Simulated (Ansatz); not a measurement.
Crystal: Co.

```
CELL_PARAMETERS angstrom
2.47200 0.00000 0.00000
-1.23600 2.14081 0.00000
0.00000 0.00000 4.02114
ATOMIC_POSITIONS crystal
Co 0.66667 0.33333 0.75000
Co 0.33333 0.66667 0.25000
```

Base run:

```yaml
Program: Ansatz 0.2.0
Functional: PBE
Potentials_or_basis: all-electron LAPW, scalar-relativistic
Cutoff: 315 eV (chosen from the basis error)
Basis_error_allowed: 0.001 eV/atom
k_mesh: 12 × 12 × 7
Occupations: gaussian, width 0.018 eV
Spin: collinear spin, ferromagnetic start
Starting_moments: "[2.0, 2.0] μB"
```

Its results: band gap on the k mesh none (metal or under the smearing width); pressure 4.6 GPa; net moment 3.22 μB per cell; site moments Co +1.66 μB.

Task: The run is repeated on the same cell with these changes: functional from PBE to PBEsol; occupations from gaussian, width 0.018 eV to gaussian, width 0.1 eV. What comes out?

Result: Band gap on the k mesh none (metal or under the smearing width); pressure -5.8 GPa; net moment 3.20 μB per cell; site moments Co +1.65 μB.
